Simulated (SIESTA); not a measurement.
Crystal: NaF (Villiaumite).

```
Na F
1.0
     0.00000    2.32000    2.32000
     2.32000    0.00000    2.32000
     2.32000    2.32000    0.00000
Na F
1 1
Direct
  0.00000 0.00000 0.00000
  0.50000 0.50000 0.50000
```

```yaml
Program: SIESTA 5.4.2
Task: single point
Functional: PBE
Potentials_or_basis: PseudoDojo 0.4 standard (PBE files)
Basis: DZP (energy shift 0.002 Ry; radii capped at 9.5 bohr)
Grid_cutoff: 800 Ry
Energy_shift: 0.002 Ry
k_mesh: 10 × 10 × 10
Occupations: fermi-dirac, width 0.05 eV
Spin: no spin polarisation
```

On this cell: pressure 1.6 GPa; largest force zero by symmetry; band gap on the k mesh 6.22 eV, direct.

The same run follows on a disturbed copy (atoms moved at random, drawn with an rms of 0.05 Å):

```
CELL_PARAMETERS angstrom
0.00000 2.32000 2.32000
2.32000 0.00000 2.32000
2.32000 2.32000 0.00000
ATOMIC_POSITIONS crystal
Na 0.99536 0.00740 0.00911
F 0.49935 0.50326 0.48739
```

**Question.** What changes?

**Answer.** The energy moves by +3.5 meV/atom; pressure 1.8 GPa; largest force 0.180 eV/Å; band gap on the k mesh 6.21 eV, direct.

Forces in eV/Å, atoms in the order of the input:
```
Na  -0.151 -0.098  0.000
F    0.149  0.100  0.001
```

Stress tensor (GPa, compression positive):
```
 2.01 -0.06  0.00
-0.06  1.88  0.00
 0.00  0.00  1.58
```

Caveats: semicore shells carry a single zeta, which can move pressures by several GPa and volumes by a few percent; the basis of atomic orbitals isn't converged, which shifts pressures, moduli and gaps.

A k mesh can miss the band edges.
